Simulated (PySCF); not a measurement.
C₃H₄N₂.
SMILES: `c1c[nH]cn1`

Method used: PBE0-D3(BJ)/def2-SVP geometry optimisation, gas phase (PySCF 2.14.0).

Take the most abundant isotopes and a rigid rotor. 

(1) Give the principal moments of inertia and the rotational constants in MHz.

(2) What kind of rotor is it?

(3) What does the inertial defect say?

(4) Where do the levels up to J = 3 lie, in K?

(5) Which types of transition are allowed, and where do some lines up to J = 5 fall?

(6) Estimate the classical rotational partition function at 10 K, 298.15 K and 500 K.

## Answers

(1) Ia = 51.47, Ib = 53.58, Ic = 105.05 u·Å²; 505379 MHz·u·Å²/I gives A = 9819, B = 9433, C = 4811 MHz.

(2) An asymmetric top: κ = (2 × 9433 − 9819 − 4811)/(9819 − 4811) = 0.85.

(3) Planar: Δ = Ic − Ia − Ib = 0.00 u·Å². For a rigid frame Δ = −2 Σ m c², so it vanishes when all atoms lie in the ab plane; here none is more than 0.01 Å from it.

(4) Above 0(0,0), as E/k:
J = 1: 1(0,1) 0.684, 1(1,1) 0.702, 1(1,0) 0.924
J = 2: 2(0,2) 1.846, 2(1,2) 1.847, 2(1,1) 2.513, 2(2,1) 2.568, 2(2,0) 2.773
J = 3: 3(0,3) 3.463, 3(1,3) 3.463, 3(1,2) 4.614, 3(2,2) 4.619, 3(2,1) 5.258, 3(3,1) 5.369, 3(3,0) 5.549
Those of J = 1 are B + C, A + C and A + B.

(5) The dipole components are |μa| = 3.76 D, |μb| = 0.56 D, |μc| = 0.00 D; the mirror of this Cs structure is the ab plane, so μc vanishes by symmetry and there are no c-type lines. Intensities carry the squares of the components, which stand as 1.00 : 0.02 (a : b). Some lines, for components of 0.1 D or more:

| type | branch | J(Ka,Kc) | MHz | lower level (cm⁻¹) |
| --- | --- | --- | --- | --- |
| a | Q | 5(5,0) ← 5(5,1) | 2551 | 9.573 |
| a | Q | 1(1,0) ← 1(1,1) | 4622 | 0.488 |
| b | Q | 3(2,1) ← 3(1,2) | 13416 | 3.207 |
| b | R | 2(0,2) ← 1(1,1) | 23842 | 0.488 |
| a | R | 2(1,2) ← 1(1,1) | 23865 | 0.488 |
| a | R | 2(0,2) ← 1(0,1) | 24228 | 0.475 |
| b | Q | 4(1,3) ← 4(0,4) | 33658 | 3.851 |
| b | R | 2(2,0) ← 1(1,1) | 43148 | 0.488 |
| b | R | 4(1,4) ← 3(0,3) | 43299 | 2.407 |
| a | R | 3(1,2) ← 2(1,1) | 43774 | 1.747 |
| a | R | 4(2,3) ← 3(2,2) | 52874 | 3.211 |
| b | R | 5(1,4) ← 4(2,3) | 62542 | 4.974 |
| a | R | 5(2,4) ← 4(2,3) | 62542 | 4.974 |
| a | R | 5(1,4) ← 4(1,3) | 62548 | 4.974 |
| a | R | 4(2,2) ← 3(2,1) | 63380 | 3.654 |
| a | R | 5(3,3) ← 4(3,2) | 72036 | 5.780 |
| b | R | 5(4,2) ← 4(3,1) | 83749 | 6.199 |
| b | R | 5(5,1) ← 4(4,0) | 94147 | 6.433 |

(6) Point group Cs, symmetry number σ = 1; q = (√π/σ)·√((kT/h)³/(ABC)), k/h = 20836.6 MHz/K: 253 at 10 K, 41100 at 298.15 K, 89300 at 500 K.

PBE0-D3(BJ)/def2-SVP frequencies: not computed here. Zero-point vibration and centrifugal distortion are left out. Quadrupole hyperfine structure (14N) is left out.

Hardware: Arm Neoverse V1, one thread, shared host with 32 logical CPUs at a one-minute load of 10. Cost: 24 s, 0.37 GiB resident at most. These figures are those of the optimisation.
